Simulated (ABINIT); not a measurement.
## MgO: single point with PBE

The system is MgO.

```
Mg O
1.0
     2.93802    0.00000    0.00000
    -1.46901    2.54440    0.00000
     0.00000    0.00000    2.67968
Mg O
1 1
Direct
  0.00000 0.00000 0.00000
  0.33333 0.66667 0.50000
```

Measurements of this composition are mostly on another form, of space group No. 225.

* Program: ABINIT 10.8.3 (patched build)
* Task: single point
* Functional: PBE
* Potentials or basis: JTH PAW PBE v2.0
* Cutoff: 626 eV
* k mesh: 10 × 10 × 10
* Occupations: fermi-dirac, width 0.05 eV
* Spin: no spin polarisation
* Fine-grid cutoff: 1224.51 eV

```
Pressure                                              : 0.1 GPa
Band gap on the k mesh                                : 3.01 eV, indirect (least direct gap 3.40 eV)
Valence electrons inside the program's atomic spheres : Mg 8.26; O 4.58
```

Stress tensor (GPa, compression positive):
```
0.04 0.00 0.00
0.00 0.04 0.00
0.00 0.00 0.13
```

Levels at points of the mesh, in eV from the valence-band top:
```csv
k point,band 6,band 7,band 8,band 9,band 10,band 11
"(0.00, 0.00, 0.00)",-0.59,-0.59,-0.39,3.01,11.88,15.60
"(0.50, 0.00, 0.00)",-4.86,-1.30,-0.04,6.61,10.56,13.10
"(0.00, 0.00, 0.50)",-5.33,-0.09,-0.09,8.29,9.03,17.57
"(0.50, 0.00, 0.50)",-3.69,-3.33,-0.82,5.84,11.42,14.01
```

Run time: 20 s on 1 thread of Arm Neoverse V1, on a shared host, peak memory 0.1 GiB.

A k mesh can miss the band edges. As with any semilocal functional, this PBE gap is likely too small.
